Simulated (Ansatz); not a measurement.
Method: Ansatz 0.2.0, DFT PBE, scalar-relativistic, plane waves, PAW. Settings: cutoff 420 eV, Γ-centred meshes spaced at most about 0.3 Å⁻¹, and about 0.25 Å⁻¹ or finer for metals (2π included), Gaussian smearing. No spin polarisation in the final relaxations.

These are static total energies at zero pressure. All come from trial cells, and lower structures may exist.

Task: These unrelaxed guesses for As are each relaxed within their symmetry. Order them by the energy at which they end, lowest first.
A.

```
As
1.0
     4.34186    0.00000    0.00000
    -2.17093    3.76016    0.00000
     0.00000    0.00000    4.92389
As
4
Direct
  0.33333 0.66667 0.22675
  0.33333 0.66667 0.77325
  0.66667 0.33333 0.77325
  0.66667 0.33333 0.22675
```

B.

```
As
1.0
     3.77601    0.00000    0.00000
     0.00000    3.77601    0.00000
     0.00000    0.00000    7.24120
As
8
Direct
  0.00000 0.00000 0.81826
  0.00000 0.00000 0.18174
  0.50000 0.50000 0.18174
  0.50000 0.50000 0.81826
  0.00000 0.00000 0.50000
  0.50000 0.50000 0.50000
  0.00000 0.50000 0.09100
  0.50000 0.00000 0.90900
```

Result: A (ends in P6/mmm, 0 meV/atom), B (ends in P4/nmm, 34 meV/atom).

No dispersion correction is applied, so the spacing and binding between layers, chains or molecules are poorly described (P4/nmm), and this can change margins and order among such cells. Cells relaxed within their symmetry can be saddle points. The part of the Crystallography Open Database at hand lists As in space groups No. 64, 166; no cell shown has one of them. Some candidate types were left out of the draw beforehand, so a known form may be missing.
